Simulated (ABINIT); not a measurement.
The system is HfO2.

```
Hf O
1.0
     0.00000    2.55750    2.55750
     2.55750    0.00000    2.55750
     2.55750    2.55750    0.00000
Hf O
1 2
Direct
  0.00000 0.00000 0.00000
  0.75000 0.75000 0.75000
  0.25000 0.25000 0.25000
```

Measurements of this composition are mostly on another form, of space group No. 14.

Base run:

- Program: ABINIT 10.8.3 (patched build)
- Functional: PBE
- Potentials or basis: PseudoDojo NC SR PBE v0.4.1 standard
- Cutoff: 952 eV
- k mesh: 7 × 7 × 7
- Occupations: fermi-dirac, width 0.05 eV
- Spin: no spin polarisation

Its results: band gap on the k mesh 3.95 eV, indirect (least direct gap 4.11 eV).

Question: The run is repeated on the same cell with these changes: potentials or basis from PseudoDojo NC SR PBE v0.4.1 standard to SG15 NC PBE v1.2; cutoff from 952 eV to 1088 eV; valence electrons from 24 to 38. What comes out?

Answer: Band gap on the k mesh 3.85 eV, indirect (least direct gap 4.03 eV).

Caveats: spin-orbit coupling is left out, which moves the levels of the heavy elements; an odd mesh through Γ misses points on the zone boundary, where band edges often lie.
